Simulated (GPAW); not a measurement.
Input of a GPAW 26.7.0 run:

The input run.py:

```python
import numpy as np
from ase.dft.bandgap import bandgap
from ase.io import read, write
from ase.units import GPa
from gpaw import GPAW, PW, setup_paths
from gpaw.spinorbit import soc_eigenstates

setup_paths.insert(0, '.')

atoms = read('BaS.cif')

calc = GPAW(mode=PW(600),
            xc='PBEsol',
            kpts={'size': (7, 7, 7), 'gamma': True},
            occupations={'name': 'fermi-dirac', 'width': 0.05},
            nbands=16,
            convergence={'density': 1e-05, 'energy': 1e-05},
            maxiter=150,
            txt='gpaw.txt')
atoms.calc = calc
energy = atoms.get_potential_energy()
forces = atoms.get_forces()
stress = atoms.get_stress()
calc.write('gs.gpw')
write('result.traj', atoms)
print(f'Energy: {energy:.6f} eV')
print('Forces (eV/A):')
print(forces.round(4))
print('Stress (GPa):', (stress / GPa).round(3))
print('Fermi level:', round(calc.get_fermi_level(), 4), 'eV')
print(f'Gap: {bandgap(calc)[0]:.4f} eV, direct: {bandgap(calc, direct=True)[0]:.4f} eV')

path = atoms.cell.bandpath('GXWKGLUWLK,UX', npoints=60, eps=1e-4)
bs_calc = calc.fixed_density(kpts=path, symmetry='off', nbands=29,
                             convergence={'bands': 'CBM+6.0', 'eigenstates': 1e-6}, txt='bands.txt')
bs = bs_calc.band_structure()
bs.write('bs.json')
print(f'Gap on the path: {bandgap(bs_calc)[0]:.4f} eV')

soc = soc_eigenstates(bs_calc, theta=0, phi=0)
np.savetxt('soc_bands.dat', soc.eigenvalues(), fmt='%.4f')
mesh = soc_eigenstates('gs.gpw', theta=0, phi=0)
np.savetxt('soc_mesh.dat', mesh.eigenvalues(), fmt='%.4f')
print('Fermi level with spin-orbit coupling:', round(mesh.fermi_level, 4), 'eV')
```

Contents of BaS.cif:

```cif
data_BaS
_cell_length_a 4.51664456
_cell_length_b 4.51664456
_cell_length_c 4.51664456
_cell_angle_alpha 60.00000000
_cell_angle_beta 60.00000000
_cell_angle_gamma 60.00000000
_space_group_name_H-M_alt 'P1'
_space_group_name_Hall 'P 1'
_space_group_IT_number 1
loop_
_space_group_symop_operation_xyz
'x,y,z'
loop_
_atom_site_label
_atom_site_type_symbol
_atom_site_symmetry_multiplicity
_atom_site_Wyckoff_symbol
_atom_site_fract_x
_atom_site_fract_y
_atom_site_fract_z
_atom_site_occupancy
Ba1 Ba 1 a 0.0000000000 0.0000000000 0.0000000000 1
S1 S 1 a 0.5000000000 0.5000000000 0.5000000000 1
```

Potentials or basis: PAW data sets generated in the run's folder for this functional, pw.

Run with:

```bash
$ gpaw-setup -f PBEsol Ba S
$ OMP_NUM_THREADS=1 python run.py
```

Question: Predict the band gap along the path.

Answer: 1.95 eV, indirect (least direct gap 2.04 eV).

Question: Predict the pressure.

Answer: -0.8 GPa.

Question: Estimate the band gap on the k mesh.

Answer: 2.01 eV, indirect (least direct gap 2.11 eV).

Levels at the corners of the path, in eV from the valence-band top:
| point | band 14 | band 15 | band 16 | band 17 | band 18 | band 19 |
| --- | --- | --- | --- | --- | --- | --- |
| Γ | 0.00 | 0.00 | 0.00 | 3.38 | 3.38 | 3.73 |
| X | -0.24 | -0.09 | -0.09 | 1.95 | 1.95 | 5.86 |
| W | -0.62 | -0.46 | -0.46 | 4.13 | 4.13 | 4.16 |
| K | -0.66 | -0.56 | -0.56 | 3.15 | 3.15 | 5.83 |
| Γ | 0.00 | 0.00 | 0.00 | 3.38 | 3.38 | 3.73 |
| L | -1.16 | -1.12 | -1.12 | 5.43 | 5.43 | 5.46 |
| U | -0.66 | -0.56 | -0.56 | 3.15 | 3.15 | 5.83 |
| W | -0.62 | -0.46 | -0.46 | 4.13 | 4.13 | 4.16 |
| L | -1.16 | -1.12 | -1.12 | 5.43 | 5.43 | 5.46 |
| K | -0.66 | -0.56 | -0.56 | 3.15 | 3.15 | 5.83 |
| U | -0.66 | -0.56 | -0.56 | 3.15 | 3.15 | 5.83 |
| X | -0.24 | -0.09 | -0.09 | 1.95 | 1.95 | 5.86 |

Caveat: spin-orbit coupling was added after a scalar SCF, so levels and gaps hold it while energy, forces, pressure and moments don't; this program's spin-orbit splittings come out too wide for heavy elements.

**Experimental background.**

A printed reference work, monograph, original work of 1988 reports, for a bulk crystal of BaS at 2 K: band gap 3.806 eV (indirect).

Against the measured gap of BaS, 3.806 eV (indirect; 2 K; a printed reference work, monograph, original work of 1988), the calculated 1.95 eV is off by -1.85 eV. The value is that of PBEsol, without temperature or zero-point motion. Semilocal functionals fall short of measured gaps as a rule.
